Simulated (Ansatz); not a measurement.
# CoSi (Pm-3m) in Ansatz: reference runs

Aim: a first look at CoSi with PBE, on the cell as given and on a disturbed one.

All numbers are computed with Ansatz 0.2.0; they aren't measurements. Logs are shortened: lines on timing, memory, paths and dates and some standing lists are left out, and cuts for length are marked.

## (1) Starting point

It takes space group Pm-3m (No. 221, cubic). Conventional cell: a = 2.781 Å, b = 2.781 Å, c = 2.781 Å, α = 90.00°, β = 90.00°, γ = 90.00°. Co (site symmetry m-3m) has 8 Si at 2.41 Å as nearest neighbours. Si (site symmetry m-3m) has 8 Co at 2.41 Å as nearest neighbours.

Measurements of this composition are mostly on another form, of space group No. 198.

## (2) Single point, PBE, collinear spin, ferromagnetic start

input.yaml reads:

```yaml
crystal:
  lattice:
    - [2.781334, 0.0, 0.0]
    - [0.0, 2.781334, 0.0]
    - [0.0, 0.0, 2.781334]
  atoms:
    - { symbol: Co, position: [0.0, 0.0, 0.0], spin: 2.0 }
    - { symbol: Si, position: [0.5, 0.5, 0.5] }
hamiltonian:
  xc: pbe
  pseudopotentials: { kind: paw }
magnetization:
  spin_polarized: true
kpoints:
  mp_grid: { grid: [10, 10, 10] }
scf:
  occupations: { method: fermi_dirac, width: 0.05 }
output:
  forces: true
  stress: true
  eigenvalues: true
```

Potentials or basis: Ansatz PAW.

Run with:

```console
$ ansatz run input.yaml --threads 2 --pin off --max-ram 5120MiB --backend cpu --events-out ev --progress --plain --runs-dir out
```

Output:

```text
Warning: RAYON_NUM_THREADS=2 ignored (pool sized by the plan → 2); use --threads N
Engine: ansatz 0.2.0, x86_64-unknown-linux-gnu
Pseudopotentials: kind: paw
Pseudopotential: Co, paw, valence charge 17, recommended cutoff 420 eV (normal), Co.paw.azcp
Pseudopotential: Si, paw, valence charge 4, recommended cutoff 420 eV (normal), Si.paw.azcp
Functional definition: PBE
  parameter kappa = 0.804
  parameter beta = 0.06672455060314922
  exchange = pbe_x(kappa = kappa, mu = beta*pi^2/3)
  correlation = pbe_c(beta = beta)
Crystal: 2 atoms, lattice volume = 21.516 Å³
Basis set: ecut = 420 eV, 437 PW (Γ), exchange–correlation on 40×40×40 points (8 copies of the dense FFT grid, shifted against one another)
Bands: 16, of which v1, the nominal top of the filled ones, is band 11 counted from 1 (10 counted from 0)
Symmetry: 48 space group operations
Space group: Pm-3m (ITA 221), of the structure as read, at distance tolerance 2.8e-5 Å
Magnetic group: BNS 221.92 (UNI 1594), of the structure as read, at distance tolerance 2.8e-5 Å
k-points: 56 of 1000
Non-local potential: Co, projectors of the file, l = 0: 3, l = 1: 2, l = 2: 3, l = 3: 1
Non-local potential: Si, projectors of the file, l = 0: 2, l = 1: 2, l = 2: 2
PAW form: soft (Blöchl's): semilocal exchange-correlation on the pseudo side does not see the compensation charge
PAW one-centre angular grid: Co, 590 points (default); XC on 64 Gauss nodes
PAW one-centre angular grid: Si, 110 points (default); XC on 64 Gauss nodes
Initial density: superposition of atomic densities (chi_scale 0.1, normalization cell)
Starting moments: Σ|m| = 2 μB on 1 of 2 sites
Initial wavefunctions: pseudopotential atomic-orbital guess
Functional: x = pbe(κ = 0.804, μ = 0.2195149727645171), c = pbe(β = 0.06672455060314922)
SCF iter   1: F=—  HF=-5761.867399 eV  |F-HF|=—  |Δ(HF+E_count)|=         —  Δρ=1.40e-1 (↑1.40e-1 ↓4.60e-2)  dr2=1.70e0  dr2_m=1.48e0  M=0.934 μB ∫|m|=1.059 μB  β_m=0.30  ethr=3.10e-3  ⟨swp⟩=4.5  Hψ=8385  notcnv=0
Mixer restart at iter 1: flushing history
preconditioner: auto → none  [metal: Δε(μ)=0.060 eV  Ē_g=10.253 eV  σ=0.050 eV  W_gap=0.29  n_scr=6 (ndim 8)  ℏωp=28.9 eV  f_vac=0.000  D(μ)=0.44/eV (n_scr^D=0)  sad-step TF]
SCF iter   2: F=—  HF=-5761.168163 eV  |F-HF|=—  |Δ(HF+E_count)|=   6.99e-1  Δρ=7.61e-2 (↑6.09e-2 ↓7.61e-2)  dr2=1.95e-1  dr2_m=8.88e-1  M=0.868 μB ∫|m|=0.985 μB  β_m=0.43  ethr=3.10e-3  ⟨swp⟩=2.4  Hψ=3899  notcnv=0  defer=72
SCF iter   3: F=—  HF=-5762.031477 eV  |F-HF|=—  |Δ(HF+E_count)|=         —  Δρ=5.07e-2 (↑4.15e-2 ↓5.07e-2)  dr2=6.10e-2  dr2_m=4.11e-1  M=0.818 μB ∫|m|=0.906 μB  β_m=0.43  ethr=9.30e-4  ⟨swp⟩=2.3  Hψ=3116  notcnv=0  defer=72
Mixer restart at iter 3: flushing history
SCF iter   4: F=—  HF=-5762.421339 eV  |F-HF|=—  |Δ(HF+E_count)|=   3.90e-1  Δρ=4.11e-2 (↑2.97e-2 ↓4.11e-2)  dr2=4.36e-2  dr2_m=2.45e-1  M=0.738 μB ∫|m|=0.818 μB  β_m=0.52  ethr=2.91e-4  ⟨swp⟩=2.4  Hψ=3640  notcnv=0  defer=76
SCF iter   5: F=—  HF=-5762.803783 eV  |F-HF|=—  |Δ(HF+E_count)|=   3.82e-1  Δρ=2.59e-2 (↑2.59e-2 ↓1.01e-2)  dr2=1.68e-1  dr2_m=1.30e-2  M=0.613 μB ∫|m|=0.665 μB  β_m=0.53  ethr=2.08e-4  ⟨swp⟩=3.0  Hψ=4152  notcnv=0  defer=76
SCF iter   6: F=—  HF=-5762.777070 eV  |F-HF|=—  |Δ(HF+E_count)|=   2.67e-2  Δρ=1.32e-2 (↑4.64e-3 ↓1.32e-2)  dr2=4.16e-2  dr2_m=4.42e-3  M=0.548 μB ∫|m|=0.593 μB  β_m=0.52  ethr=2.08e-4  ⟨swp⟩=2.7  Hψ=4232  notcnv=0  defer=82
SCF iter   7: F=—  HF=-5762.768501 eV  |F-HF|=—  |Δ(HF+E_count)|=   8.57e-3  Δρ=2.21e-3 (↑1.41e-3 ↓2.21e-3)  dr2=1.94e-4  dr2_m=5.67e-4  M=0.551 μB ∫|m|=0.592 μB  β_m=0.76  ethr=1.98e-4  ⟨swp⟩=2.2  Hψ=2495  notcnv=0  defer=82
SCF iter   8: F=—  HF=-5762.770059 eV  |F-HF|=—  |Δ(HF+E_count)|=   1.56e-3  Δρ=1.11e-3 (↑1.03e-3 ↓1.11e-3)  dr2=5.99e-4  dr2_m=1.26e-5  M=0.551 μB ∫|m|=0.588 μB  β_m=0.87  ethr=9.22e-7  ⟨swp⟩=2.0  Hψ=2750  notcnv=0  defer=82
SCF iter   9: F=—  HF=-5762.770321 eV  |F-HF|=—  |Δ(HF+E_count)|=   2.61e-4  Δρ=3.06e-4 (↑3.06e-4 ↓1.94e-4)  dr2=3.65e-5  dr2_m=1.34e-6  M=0.551 μB ∫|m|=0.587 μB  β_m=0.83  ethr=9.22e-7  ⟨swp⟩=2.6  Hψ=2876  notcnv=0  defer=82
SCF iter  10: F=—  HF=-5762.770337 eV  |F-HF|=—  |Δ(HF+E_count)|=   1.60e-5  Δρ=3.81e-5 (↑3.81e-5 ↓1.55e-5)  dr2=1.15e-7  dr2_m=1.29e-7  M=0.550 μB ∫|m|=0.587 μB  β_m=0.83  ethr=1.74e-7  ⟨swp⟩=2.3  Hψ=2450  notcnv=0  defer=82
SCF iter  11: F=—  HF=-5762.770337 eV  |F-HF|=—  |Δ(HF+E_count)|=   1.66e-7  Δρ=1.94e-5 (↑5.52e-6 ↓1.94e-5)  dr2=1.06e-7  dr2_m=1.21e-8  M=0.550 μB ∫|m|=0.587 μB  β_m=0.92  ethr=5.48e-10  ⟨swp⟩=2.2  Hψ=2873  notcnv=0  defer=82
SCF iter  12: F=—  HF=-5762.770337 eV  |F-HF|=—  |Δ(HF+E_count)|=   3.06e-8  Δρ=4.85e-6 (↑3.84e-6 ↓4.85e-6)  dr2=5.40e-10  dr2_m=3.60e-9  M=0.550 μB ∫|m|=0.587 μB  β_m=0.85  ethr=5.04e-10  ⟨swp⟩=2.0  Hψ=2292  notcnv=0  defer=82
SCF iter  13: F=-5762.770337 eV  HF=-5762.770337 eV  |F-HF|=6.66e-10  |Δ(HF+E_count)|=  1.91e-10  Δρ=1.26e-6 (↑9.35e-7 ↓1.26e-6)  dr2=7.51e-10  dr2_m=7.75e-12  M=0.550 μB ∫|m|=0.587 μB  ethr=2.57e-12  ⟨swp⟩=4.6  Hψ=6149  notcnv=0
SCF 1 converged in 13 iterations: F = -5762.770337 eV  dr2 = 7.51e-10
SCF converged after 13 iterations
Magnetization: 0.5504 μB (10.7752 up, 10.2248 down)
Absolute magnetization: 0.5870 μB (∫|ρ↑−ρ↓|, with the PAW one-centre terms)
Spin contamination: 0.0081 ħ² per cell (⟨S²⟩ above its minimum at these occupations)
Per-site moments (μB) at R_I (Å): [(0.5589517393503786, 0.9935911839188726), (0.005669340589815283, 0.9935911839188726)]
Free energy (F): -5762.770337 eV
Harris-Foulkes:  -5762.770337 eV  (|F-HF|=6.66e-10)
Internal energy: -5762.755402 eV  (E = F + TS)
E sigma→0 (E₀):  -5762.762870 eV
Entropy (-TS):   -0.014935 eV (-7.467 meV/atom)
Fermi energy:    17.510906 eV
--- Per-component energies (eV) ---
  E_band       = -229.420220
  E_kinetic    = 502.901493
  E_local      = -3492.283530  (includes V_loc(G=0)·N_el)
  E_nonlocal   = 481.463735
  E_hartree    = 1515.479439
  E_xc         = -217.192047
  E_vxc        = -256.118951  (∫ρ·V_xc dr)
  E_paw        = -2030.670173  (= ΣΔE_a)
  E_vpaw       = -496.344086  (= ΣTr[D̂ρ^β])
  E_aug_tail   = 0.000099  (compensation charges beyond the density's cutoff)
  E_ewald      = -2522.454418
  E_smearing   = -0.014935  (= −TS)
  E_closure    = 0.000000  (closes the sum)
  Σ components = -5762.770337   (vs F -5762.770337, Δ=0.00e0)
--- Forces (eV/Å), atoms counted from 1 ---
  atom   1  Co    -0.00000000     0.00000000    -0.00000000
  atom   2  Si     0.00000000     0.00000000     0.00000000
  max |Σ_I F_I| component: 3.18e-30 eV/Å
--- Stress (GPa, compression-positive) ---
        0.696884       0.000000       0.000000
        0.000000       0.696884       0.000000
       -0.000000      -0.000000       0.696884
  P = ⅓ Tr σ = 0.6969 GPa (6.969 kbar)
--- Band table (eV; the first three rows and the last of 112) ---
  k-point 0 ↑: bands = ["-78.0902", "-41.3809", "-41.3809", "-41.3809", "3.1763", "13.3056", "13.3056", "15.8989", "15.8989", "15.8989", "20.4200", "20.4200", "20.4200", "24.8698", "24.8698", "29.4125"]
  k-point 1 ↑: bands = ["-78.0898", "-41.3864", "-41.3804", "-41.3804", "3.3690", "13.2061", "13.3688", "15.7340", "15.7340", "15.9130", "19.2632", "20.7498", "20.7498", "24.8102", "25.9155", "30.0948"]
  k-point 2 ↑: bands = ["-78.0886", "-41.4009", "-41.3793", "-41.3793", "3.9402", "12.6984", "13.5401", "15.3664", "15.3664", "15.9501", "17.6457", "21.6181", "21.6181", "24.6412", "27.1920", "32.2783"]
  k-point 55 ↓: bands = ["-77.4115", "-40.7784", "-40.7784", "-40.7784", "11.6136", "11.6136", "11.6136", "15.7763", "17.3567", "17.3567", "18.7355", "18.7355", "18.7355", "21.1518", "21.1518", "21.1518"]
```

Run time: 1.2 s. Hardware: 2 threads of Intel Xeon 6975P-C (Granite Rapids), shared host; peak memory 0.35 GiB.

What came out:

| Quantity | Value |
| --- | --- |
| Free energy | -5762.7703 eV |
| Pressure | 0.7 GPa |
| Band gap on the k mesh | none (metal or under the smearing width) |
| Net moment | 0.55 μB per cell |
| Absolute moment | 0.59 μB per cell |
| Site moments | Co +0.56; Si +0.01 μB |

Levels at points of the mesh, in eV from the Fermi level:
Spin up:
```csv
k point,band 8,band 9,band 10,band 11,band 12,band 13,band 14,band 15
"(0.00, 0.00, 0.00)",-1.61,-1.61,-1.61,2.91,2.91,2.91,7.36,7.36
"(0.00, 0.00, -0.50)",-2.87,-2.87,-1.46,-0.80,6.58,7.98,7.98,9.32
"(0.00, -0.50, -0.50)",-4.28,-2.41,-2.41,-1.12,1.31,1.60,8.01,13.35
"(-0.50, -0.50, -0.50)",-1.75,-1.08,-1.08,1.21,1.21,1.21,3.39,3.39
```
Spin down:
| k point | band 6 | band 7 | band 8 | band 9 | band 10 | band 11 | band 12 | band 13 | band 14 | band 15 |
| --- | --- | --- | --- | --- | --- | --- | --- | --- | --- | --- |
| (0.00, 0.00, 0.00) | -3.60 | -3.60 | -1.25 | -1.25 | -1.25 | 2.93 | 2.93 | 2.93 | 7.64 | 7.64 |
| (0.00, 0.00, -0.50) | -8.86 | -2.76 | -2.58 | -2.58 | -1.09 | 0.06 | 6.58 | 8.08 | 8.08 | 9.36 |
| (0.00, -0.50, -0.50) | -5.33 | -5.33 | -3.84 | -2.09 | -2.09 | -0.20 | 1.62 | 2.10 | 8.02 | 13.36 |
| (-0.50, -0.50, -0.50) | -5.90 | -5.90 | -1.73 | -0.15 | -0.15 | 1.22 | 1.22 | 1.22 | 3.64 | 3.64 |

## (3) Single point, PBE, collinear spin, ferromagnetic start (atoms moved at random, drawn with an rms of 0.05 Å)

input.yaml: that of step 2 with these lines changed.

```diff
@@ -6,4 +6,4 @@
   atoms:
-    - { symbol: Co, position: [0.0, 0.0, 0.0], spin: 2.0 }
-    - { symbol: Si, position: [0.5, 0.5, 0.5] }
+    - { symbol: Co, position: [-0.010183, -0.011176, -0.000176], spin: 2.0 }
+    - { symbol: Si, position: [0.492713, 0.50471, 0.510975] }
 hamiltonian:
@@ -21 +21,5 @@
   eigenvalues: true
+  write_density: true
+  write_potential: true
+  elf: true
+  volumetric_format: npy
```

Potentials or basis: Ansatz PAW.

Run with:

```console
$ ansatz run input.yaml --threads 2 --pin off --max-ram 5120MiB --backend cpu --events-out ev --progress --plain --runs-dir out
```

Output:

```text
Warning: RAYON_NUM_THREADS=2 ignored (pool sized by the plan → 2); use --threads N
[... 9 set-up lines as earlier in the session ...]
Crystal: 2 atoms, lattice volume = 21.516 Å³
Basis set: ecut = 420 eV, 437 PW (Γ), exchange–correlation on 40×40×40 points (8 copies of the dense FFT grid, shifted against one another)
Bands: 16, of which v1, the nominal top of the filled ones, is band 11 counted from 1 (10 counted from 0)
Symmetry: 1 space group operations
Space group: P1 (ITA 1), of the structure as read, at distance tolerance 2.8e-5 Å
Magnetic group: BNS 1.1 (UNI 1), of the structure as read, at distance tolerance 2.8e-5 Å
k-points: 504 of 1000 (time reversal used)
[... 6 set-up lines as earlier in the session ...]
Starting moments: Σ|m| = 2 μB on 1 of 2 sites
[... 2 set-up lines as earlier in the session ...]
SCF iter   1: F=—  HF=-5761.859133 eV  |F-HF|=—  |Δ(HF+E_count)|=         —  Δρ=1.40e-1 (↑1.40e-1 ↓4.61e-2)  dr2=1.71e0  dr2_m=1.48e0  M=0.934 μB ∫|m|=1.059 μB  β_m=0.30  ethr=3.10e-3  ⟨swp⟩=4.3  Hψ=75220  notcnv=0
Mixer restart at iter 1: flushing history
preconditioner: auto → none  [metal: Δε(μ)=0.046 eV  Ē_g=10.256 eV  σ=0.050 eV  W_gap=0.22  n_scr=6 (ndim 8)  ℏωp=28.9 eV  f_vac=0.000  D(μ)=0.44/eV (n_scr^D=0)  sad-step TF]
SCF iter   2: F=—  HF=-5761.156906 eV  |F-HF|=—  |Δ(HF+E_count)|=   7.02e-1  Δρ=7.63e-2 (↑6.11e-2 ↓7.63e-2)  dr2=2.00e-1  dr2_m=8.94e-1  M=0.866 μB ∫|m|=0.983 μB  β_m=0.44  ethr=3.10e-3  ⟨swp⟩=2.5  Hψ=35702  notcnv=0  defer=692
SCF iter   3: F=—  HF=-5762.021397 eV  |F-HF|=—  |Δ(HF+E_count)|=   8.64e-1  Δρ=5.07e-2 (↑4.16e-2 ↓5.07e-2)  dr2=6.09e-2  dr2_m=4.11e-1  M=0.817 μB ∫|m|=0.904 μB  β_m=0.70  ethr=9.52e-4  ⟨swp⟩=2.3  Hψ=27791  notcnv=0  defer=692
SCF iter   4: F=—  HF=-5762.759911 eV  |F-HF|=—  |Δ(HF+E_count)|=   7.39e-1  Δρ=2.94e-2 (↑9.18e-3 ↓2.94e-2)  dr2=6.97e-2  dr2_m=7.14e-2  M=0.594 μB ∫|m|=0.649 μB  β_m=0.86  ethr=2.90e-4  ⟨swp⟩=3.0  Hψ=42153  notcnv=0  defer=754
SCF iter   5: F=—  HF=-5762.723667 eV  |F-HF|=—  |Δ(HF+E_count)|=   3.62e-2  Δρ=4.68e-2 (↑8.94e-3 ↓4.68e-2)  dr2=4.41e-1  dr2_m=8.02e-2  M=0.528 μB ∫|m|=0.556 μB  β_m=0.73  ethr=2.90e-4  ⟨swp⟩=3.0  Hψ=38993  notcnv=0  defer=772  recentre
SCF iter   6: F=—  HF=-5762.763047 eV  |F-HF|=—  |Δ(HF+E_count)|=   3.94e-2  Δρ=1.13e-2 (↑4.75e-3 ↓1.13e-2)  dr2=7.31e-3  dr2_m=1.24e-2  M=0.564 μB ∫|m|=0.608 μB  β_m=0.76  ethr=2.90e-4  ⟨swp⟩=3.0  Hψ=41895  notcnv=0  defer=864
SCF iter   7: F=—  HF=-5762.763083 eV  |F-HF|=—  |Δ(HF+E_count)|=   3.58e-5  Δρ=2.55e-3 (↑9.36e-4 ↓2.55e-3)  dr2=3.82e-4  dr2_m=5.93e-4  M=0.551 μB ∫|m|=0.589 μB  β_m=0.87  ethr=3.48e-5  ⟨swp⟩=1.7  Hψ=22473  notcnv=0  defer=850
SCF iter   8: F=—  HF=-5762.763021 eV  |F-HF|=—  |Δ(HF+E_count)|=   6.22e-5  Δρ=5.73e-4 (↑2.45e-4 ↓5.73e-4)  dr2=2.05e-5  dr2_m=3.23e-5  M=0.549 μB ∫|m|=0.585 μB  β_m=0.89  ethr=1.82e-6  ⟨swp⟩=2.1  Hψ=22501  notcnv=0  defer=850
SCF iter   9: F=—  HF=-5762.763032 eV  |F-HF|=—  |Δ(HF+E_count)|=   1.11e-5  Δρ=2.96e-5 (↑2.96e-5 ↓1.17e-5)  dr2=1.42e-7  dr2_m=6.37e-8  M=0.549 μB ∫|m|=0.586 μB  β_m=0.88  ethr=9.77e-8  ⟨swp⟩=2.1  Hψ=20954  notcnv=0  defer=850
SCF iter  10: F=—  HF=-5762.763032 eV  |F-HF|=—  |Δ(HF+E_count)|=   6.80e-8  Δρ=1.27e-5 (↑2.13e-6 ↓1.27e-5)  dr2=3.62e-8  dr2_m=7.36e-9  M=0.549 μB ∫|m|=0.586 μB  β_m=0.86  ethr=6.78e-10  ⟨swp⟩=2.4  Hψ=23905  notcnv=0  defer=850
SCF iter  11: F=—  HF=-5762.763032 eV  |F-HF|=—  |Δ(HF+E_count)|=   1.75e-8  Δρ=1.46e-6 (↑6.14e-7 ↓1.46e-6)  dr2=4.58e-10  dr2_m=1.16e-10  M=0.549 μB ∫|m|=0.586 μB  β_m=0.85  ethr=1.73e-10  ⟨swp⟩=2.1  Hψ=20866  notcnv=0  defer=850
SCF iter  12: F=-5762.763032 eV  HF=-5762.763032 eV  |F-HF|=4.09e-11  |Δ(HF+E_count)|=  5.22e-10  Δρ=4.69e-7 (↑2.36e-7 ↓4.69e-7)  dr2=6.19e-11  dr2_m=7.98e-12  M=0.549 μB ∫|m|=0.586 μB  ethr=2.18e-12  ⟨swp⟩=8.1  Hψ=86125  notcnv=0
SCF 1 converged in 12 iterations: F = -5762.763032 eV  dr2 = 6.19e-11
SCF converged after 12 iterations
Magnetization: 0.5494 μB (10.7747 up, 10.2253 down)
Absolute magnetization: 0.5860 μB (∫|ρ↑−ρ↓|, with the PAW one-centre terms)
Spin contamination: 0.0081 ħ² per cell (⟨S²⟩ above its minimum at these occupations)
Per-site moments (μB) at R_I (Å): [(0.5563932008180095, 0.9738221587962786), (0.005831840295398759, 0.9738221587962786)]
Free energy (F): -5762.763032 eV
Harris-Foulkes:  -5762.763032 eV  (|F-HF|=4.09e-11)
Internal energy: -5762.748101 eV  (E = F + TS)
E sigma→0 (E₀):  -5762.755567 eV
Entropy (-TS):   -0.014931 eV (-7.465 meV/atom)
Fermi energy:    17.507979 eV
--- Per-component energies (eV) ---
  E_band       = -229.468953
  E_kinetic    = 502.959732
  E_local      = -3492.866636  (includes V_loc(G=0)·N_el)
  E_nonlocal   = 481.497178
  E_hartree    = 1515.736154
  E_xc         = -217.206209
  E_vxc        = -256.137183  (∫ρ·V_xc dr)
  E_paw        = -2030.697996  (= ΣΔE_a)
  E_vpaw       = -496.395028  (= ΣTr[D̂ρ^β])
  E_aug_tail   = 0.000094  (compensation charges beyond the density's cutoff)
  E_ewald      = -2522.170419
  E_smearing   = -0.014931  (= −TS)
  E_closure    = 0.000000  (closes the sum)
  Σ components = -5762.763032   (vs F -5762.763032, Δ=0.00e0)
--- Forces (eV/Å), atoms counted from 1 ---
  atom   1  Co     0.04005621     0.21759344     0.15351194
  atom   2  Si    -0.04005616    -0.21759367    -0.15351230
  max |Σ_I F_I| component: 3.55e-7 eV/Å
--- Stress (GPa, compression-positive) ---
        1.052379       0.092020       0.064783
        0.092020       0.884901       0.353487
        0.064783       0.353487       0.971616
  P = ⅓ Tr σ = 0.9696 GPa (9.696 kbar)
--- Band table (eV; the first three rows and the last of 1008) ---
  k-point 0 ↑: bands = ["-78.0911", "-41.3831", "-41.3820", "-41.3810", "3.1765", "13.3005", "13.3005", "15.8896", "15.8955", "15.8982", "20.4236", "20.4263", "20.4316", "24.8660", "24.8732", "29.3896"]
  k-point 1 ↑: bands = ["-78.0906", "-41.3878", "-41.3818", "-41.3812", "3.3692", "13.2012", "13.3637", "15.7275", "15.7316", "15.9096", "19.2654", "20.7532", "20.7635", "24.8099", "25.9144", "30.0710"]
  k-point 2 ↑: bands = ["-78.0895", "-41.4022", "-41.3807", "-41.3801", "3.9403", "12.6945", "13.5350", "15.3604", "15.3657", "15.9464", "17.6465", "21.6211", "21.6288", "24.6411", "27.1860", "32.2243"]
  k-point 503 ↓: bands = ["-77.4140", "-40.7821", "-40.7815", "-40.7799", "11.6066", "11.6126", "11.6140", "15.7770", "17.3520", "17.3532", "18.7221", "18.7273", "18.7365", "21.1525", "21.1626", "21.1721"]
```

rho_z.tsv:

```text
# z_ang	rho[e/angstrom^3]	rho_spin[e/angstrom^3]
# format = ansatz-planar-average/11
# lattice	2.781334000	0.000000000	0.000000000
# lattice	0.000000000	2.781334000	0.000000000
# lattice	0.000000000	0.000000000	2.781334000
# sites	2
# site	27	-0.028322324	-0.031084189	-0.000489515
# site	14	1.370399419	1.403767083	1.421192141
0.000000	3.027102e0	1.231355e-1
0.139067	2.621991e0	9.523681e-2
0.278133	1.786508e0	4.877981e-2
0.417200	1.081443e0	2.299002e-2
0.556267	6.774227e-1	1.342016e-2
0.695334	4.837213e-1	8.349858e-3
0.834400	3.952461e-1	4.204380e-3
0.973467	3.531991e-1	1.640871e-3
1.112534	3.286884e-1	1.064821e-4
1.251600	3.141035e-1	-7.281190e-4
1.390667	3.094574e-1	-1.014135e-3
1.529734	3.153849e-1	-6.999723e-4
1.668800	3.320298e-1	1.370771e-4
1.807867	3.599028e-1	1.648429e-3
1.946934	4.063640e-1	4.185921e-3
2.086000	4.989367e-1	8.307573e-3
2.225067	6.949217e-1	1.336589e-2
2.364134	1.099173e0	2.301018e-2
2.503201	1.802486e0	4.901217e-2
2.642267	2.632370e0	9.557761e-2
```

v_z.tsv:

```text
# z_ang	v_es[eV]	v_tot_up[eV]	v_tot_dn[eV]
# format = ansatz-planar-average/11
# xc	pbe
# density_cutoff_ev	1680
# datasets	Co=:simpson_from_first_knot:soft	Si=:simpson_from_first_knot:soft
# lattice	2.781334000	0.000000000	0.000000000
# lattice	0.000000000	2.781334000	0.000000000
# lattice	0.000000000	0.000000000	2.781334000
# sites	2
# site	27	-0.028322324	-0.031084189	-0.000489515
# site	14	1.370399419	1.403767083	1.421192141
0.000000	2.676855e0	-1.191988e1	-1.179019e1
0.139067	3.158264e0	-1.123174e1	-1.113344e1
0.278133	4.376824e0	-9.519608e0	-9.486354e0
0.417200	6.057879e0	-7.214036e0	-7.221261e0
0.556267	7.771901e0	-4.905530e0	-4.895475e0
0.695334	8.705934e0	-3.447059e0	-3.398213e0
0.834400	8.249937e0	-3.573981e0	-3.510653e0
0.973467	6.674432e0	-5.223782e0	-5.183131e0
1.112534	4.766493e0	-7.402967e0	-7.416981e0
1.251600	3.279014e0	-9.095921e0	-9.151047e0
1.390667	2.581244e0	-9.891823e0	-9.956052e0
1.529734	2.805848e0	-9.673926e0	-9.725855e0
1.668800	3.888234e0	-8.486774e0	-8.497490e0
1.807867	5.516363e0	-6.663953e0	-6.622805e0
1.946934	6.991890e0	-5.080355e0	-5.018091e0
2.086000	7.606075e0	-4.705820e0	-4.659055e0
2.225067	7.034582e0	-5.801378e0	-5.792855e0
2.364134	5.591992e0	-7.826425e0	-7.835177e0
2.503201	4.085135e0	-9.918304e0	-9.886606e0
2.642267	3.022354e0	-1.142288e1	-1.132570e1
```

Wall time 15 s (2 threads of Intel Xeon 6975P-C (Granite Rapids), shared host); peak memory 0.7 GiB.

Results:

- Free energy: -5762.7630 eV
- Pressure: 1.0 GPa
- Largest force: 0.269 eV/Å
- Band gap on the k mesh: none (metal or under the smearing width)
- Net moment: 0.55 μB per cell
- Absolute moment: 0.59 μB per cell
- Site moments: Co +0.56; Si +0.01 μB

Forces on the atoms (eV/Å):
```
Co   0.040  0.218  0.154
Si  -0.040 -0.218 -0.154
```

Stress tensor (GPa, compression positive):
```
1.05 0.09 0.06
0.09 0.88 0.35
0.06 0.35 0.97
```
